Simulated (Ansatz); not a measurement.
**Work and stress of cleavage in Ge**

Method: Ansatz, DFT PBEsol, scalar-relativistic, plane waves, PAW. Cutoff 420 eV, Γ-centred 12×7×4 k-points, Gaussian smearing of 0.15 eV. No spin polarisation. Energies are free energies at this smearing, counted from the undisturbed cell; pressure is positive in compression.

The starting cell (relaxed at this level; this form isn't the usual structure):

```
Ge
1.0
     1.99848   -3.46148    0.00000
     0.00000    0.00000   -6.59637
    11.99090    6.92295    0.00000
Ge
16
Direct
  0.00000 0.93709 0.91667
  0.50000 0.93709 0.16667
  0.00000 0.93709 0.41667
  0.50000 0.93709 0.66667
  0.50000 0.43709 0.83333
  0.00000 0.43709 0.08333
  0.50000 0.43709 0.33333
  0.00000 0.43709 0.58333
  0.00000 0.56291 0.91667
  0.50000 0.56291 0.16667
  0.00000 0.56291 0.41667
  0.50000 0.56291 0.66667
  0.50000 0.06291 0.83333
  0.00000 0.06291 0.08333
  0.50000 0.06291 0.33333
  0.00000 0.06291 0.58333
```

The cut lies on the cell's a–b face, a (1 0 0) plane (indices in the standard cell, whose axes needn't be the Cartesian ones shown) of area 26.37 Å², between layers 2.31 Å apart. Vector c is lengthened by d along the normal with the atoms' Cartesian places fixed: one unrelaxed cut a cell. The traction is positive where the two halves pull on each other.

| d (Å) | energy (J/m²) | traction (GPa) |
| --- | --- | --- |
| -0.30 | 0.51 | -40.9 |
| 0.00 | 0.00 | 0.0 |
| 0.25 | 0.18 | 12.7 |
| 0.50 | 0.56 | 16.6 |
| 1.00 | 1.34 | 13.1 |
| 2.00 | 2.03 | 2.5 |
| 3.00 | 2.14 | 0.4 |
| 6.00 | 2.16 | 0.0 |

Question: What are the work of separation and the cleavage stress, and do they fit the universal binding curve?

Answer: The energy levels off near W ≈ 2.16 J/m² (the traction is down to 0.0 GPa), the energy of the two unrelaxed faces, 1.08 J/m² each on average. The largest sampled traction is 16.6 GPa at d = 0.50 Å, and a parabola through it and its two neighbours peaks at σ_max ≈ 17.1 GPa, d ≈ 0.63 Å. The curve E = W[1 − (1 + d/ℓ)exp(−d/ℓ)] peaks in traction at d = ℓ with σ_max = W/(eℓ); with 1 J/m² per Å = 10 GPa this W and σ_max give ℓ = 0.46 Å. A parabola through that curve at the same three d peaks at 0.55 Å, against 0.63 Å here, a fair fit. Real crystals break at far lower stress, because cracks concentrate it, and on the plane of lowest W, which needn't be this one.

The cut is rigid; relaxing the faces lowers these energies and usually the stresses.

In a metal these slopes depend on the k mesh and the smearing.

Cost: 8 runs of about 24 core-minutes in all, on Oxide Virtual Turin-like Processor (Zen 5) (shared hosts).